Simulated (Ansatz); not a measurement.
Relaxed bulk Al:

```cif
data_structure
_symmetry_space_group_name_H-M 'Fm-3m'
_symmetry_Int_Tables_number 225
_cell_length_a 4.0156
_cell_length_b 4.0156
_cell_length_c 4.0156
_cell_angle_alpha 90.000
_cell_angle_beta 90.000
_cell_angle_gamma 90.000
_cell_volume 64.75
loop_
_atom_site_label
_atom_site_type_symbol
_atom_site_symmetry_multiplicity
_atom_site_Wyckoff_symbol
_atom_site_fract_x
_atom_site_fract_y
_atom_site_fract_z
_atom_site_occupancy
Al1 Al 4 a 0.00000 0.00000 0.00000 1
```

Miller indices refer to the conventional cell of Fm-3m (No. 225), a = 4.016 Å, b = 4.016 Å, c = 4.016 Å, α = 90.00°, β = 90.00°, γ = 90.00°.

The (111) slab of 5 planes, 9.3 Å thick with 15 Å of vacuum as cut; outer planes Al (top) and Al (bottom).

Theory: DFT PBEsol, scalar-relativistic, plane waves, PAW in Ansatz. Plane waves to 420 eV, a k mesh through Γ of 12×12×1 on the computed 5-atom cell and Gaussian smearing (0.10 eV); no spin polarisation. The cell repeats along c with a dipole correction in the vacuum.

With the atoms at the bulk's places:

| Property | Result |
| --- | --- |
| Surface energy (mean of both faces) | 0.98 J/m² |
| Work function | 4.21 eV |

(1) What changes when all atoms relax within this surface cell and its symmetry?

## Answers

(1) The energy falls by 0.004 J/m² a face, and the largest move is 0.04 Å.

- Surface energy (mean of both faces): 0.98 J/m²
- Work function: 4.18 eV

```tsv
plane (bottom to top)	atoms	spacing to next, bulk (Å)	relaxed (Å)	change (%)
1	Al	2.318	2.351	+1.4
2	Al	2.318	2.325	+0.3
3	Al	2.318	2.325	+0.3
4	Al	2.318	2.351	+1.4
5	Al
```